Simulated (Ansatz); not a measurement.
## BaS (WC-type structure)

The computed numbers are results of r²SCAN, scalar-relativistic (no spin polarisation) in the plane-wave PAW code Ansatz at 500 eV, Γ-centred 6×6×6 mesh, 0.05 eV Gaussian smearing; PAW files: Ansatz's generated set soft_2.

```cif
data_structure
_symmetry_space_group_name_H-M 'P 1'
_symmetry_Int_Tables_number 1
_cell_length_a 4.3601
_cell_length_b 4.3601
_cell_length_c 3.9749
_cell_angle_alpha 90.000
_cell_angle_beta 90.000
_cell_angle_gamma 120.000
_cell_volume 65.44
loop_
_atom_site_label
_atom_site_type_symbol
_atom_site_fract_x
_atom_site_fract_y
_atom_site_fract_z
_atom_site_occupancy
Ba1 Ba 0.00000 0.00000 0.00000 1
S1 S 0.66667 0.33333 0.50000 1
```

The start was a prototype's sites filled with these elements. The Crystallography Open Database lists the compound in space group Fm-3m (rock salt), so this is a trial structure.

The cell above was scaled in volume, and shape and atoms were relaxed at each volume within its symmetry. Energies are counted from the cell above.

The cell is relaxed to zero pressure at this level.

| V (Å³/atom) | ΔE (meV/atom) | P (GPa) | gap on the mesh (eV) |
| --- | --- | --- | --- |
| 31.41 | 7.3 | 1.8 | 2.35 |
| 32.07 | 1.8 | 0.9 | 2.37 |
| 32.72 | 0.0 | 0.0 | 2.40 |
| 33.37 | 1.6 | -0.8 | 2.42 |
| 34.03 | 6.3 | -1.5 | 2.44 |
| 35.01 | 18.3 | -2.4 | 2.46 |

Problem. What do the points give for the equilibrium volume, the bulk modulus and its pressure derivative (third-order Birch–Murnaghan)?

Solution. V0 = 32.73 Å³/atom, B0 = 41 GPa, B0′ = 4.1.

B0·V0 = 41.4 GPa × 32.73 Å³ = 8.45 eV/atom sets the scale: near the minimum ΔE ≈ ½ B0 V0 x², with x = V/V0 − 1, and a pressure of 0.4 GPa squeezes the volume by about 1 %. At the ends of the curve: x = −4.0 % predicts 6.8 meV/atom and the run gives 7.3; x = +7.0 % predicts 20.6 meV/atom and the run gives 18.3. The lopsidedness is anharmonic: atoms resist being pushed together more than being pulled apart.

Kohn–Sham gaps of semilocal functionals lie under measured ones, often by a third or more. For elements this heavy, spin–orbit coupling would shift levels and gaps; it isn't included here.
